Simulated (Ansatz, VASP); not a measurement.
**C in VASP and in Ansatz**

The input INCAR:

```
ALGO = Normal
EDIFF = 1E-7
ENCUT = 520
GGA = PE
ISIF = 2
ISMEAR = 0
LASPH = True
LCHARG = False
LREAL = False
LWAVE = False
NBANDS = 11
NELM = 80
PREC = Accurate
SIGMA = 0.028000000000000004
```

The input KPOINTS:

```
k-points
0
Gamma
  13 13 13
```

The input POSCAR:

```
C
1.0
    0.0000000000      1.7833700000      1.7833700000
    1.7833700000      0.0000000000      1.7833700000
    1.7833700000      1.7833700000      0.0000000000
C
2
Direct
    0.7500000000      0.7500000000      0.7500000000
    0.5000000000      0.5000000000      0.5000000000
```

Contents of input.yaml:

```yaml
crystal:
  lattice:
    - [0.0, 1.78337, 1.78337]
    - [1.78337, 0.0, 1.78337]
    - [1.78337, 1.78337, 0.0]
  atoms:
    - { symbol: C, position: [0.75, 0.75, 0.75] }
    - { symbol: C, position: [0.5, 0.5, 0.5] }
kpoints:
  mp_grid: { grid: [13, 13, 13] }
scf:
  occupations: { method: gaussian, width: 0.028 }
hamiltonian:
  xc: pbe
  pseudopotentials: { kind: all_electron, lapw: { basis_error: 0.001 } }
output:
  forces: true
  stress: true
  eigenvalues: true
```

This isn't the form of C at room conditions, which is graphite.

Alike in both runs: task single point; functional PBE; k mesh 13 × 13 × 13; occupations gaussian, width 0.028 eV; no spin polarisation.

```csv
,VASP,Ansatz
version,VASP 6.6.1,Ansatz 0.2.0
potentials or method,"VASP PAW PBE potentials, release 64 (C)","all-electron LAPW, scalar-relativistic"
plane-wave cutoff (eV),520,see its input
```

VASP gave:

* gap on the k mesh at the Fermi level (eV): 4.14
* least direct gap on the mesh (eV): 5.59
* pressure (GPa): 2.5

Problem. Which values does Ansatz return?

Solution. gap on the k mesh at the Fermi level (eV): 4.15; least direct gap on the mesh (eV): 5.60; pressure (GPa): 1.8.

Ansatz ran all-electron here, so the differences hold the error of VASP's frozen core and of both bases.

Caveats: an odd mesh through Γ misses points on the zone boundary, where band edges often lie.
